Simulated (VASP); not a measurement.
A run of VASP 6.6.1:

The input INCAR:

```
SYSTEM = Lu
ALGO = Normal
EDIFF = 1E-7
EDIFFG = -0.01
ENCUT = 600
GGA = PS
IBRION = 2
ISIF = 4
ISMEAR = 1
LASPH = .True.
LCHARG = .False.
LREAL = .False.
LWAVE = .False.
NELM = 80
NSW = 40
PREC = Accurate
SIGMA = 0.1
```

The input KPOINTS:

```
k-points
0
Gamma
  12 12 7
  0 0 0
```

Contents of POSCAR:

```
Lu                                      
1.0
    3.4971437452     -0.0000000000     -0.0000000000
   -1.7485718727      3.0286153241      0.0000000000
    0.0000000000     -0.0000000000      5.4295028235
  Lu            
     2
Direct
     0.3333333332999970    0.6666666667000030    0.2500000000000000
     0.6666666667000030    0.3333333332999970    0.7500000000000000
```

Potentials or basis: VASP PAW PBE potentials, release 64 (Lu).

The run is started by

```bash
$ cat potpaw_PBE.64/Lu/POTCAR > POTCAR
$ mpirun -np 1 vasp_std > vasp.out
```

Hardware: 1 thread of Intel(R) Xeon(R) 6975P-C (Granite Rapids), with other jobs on the host.

Task: Estimate the wall time of this run.

Result: Wall time 80 s on 1 thread of Intel(R) Xeon(R) 6975P-C (Granite Rapids), with other jobs on the host, peak memory 0.28 GiB. Counts: scf iterations 14, k points 76, ion steps 1.
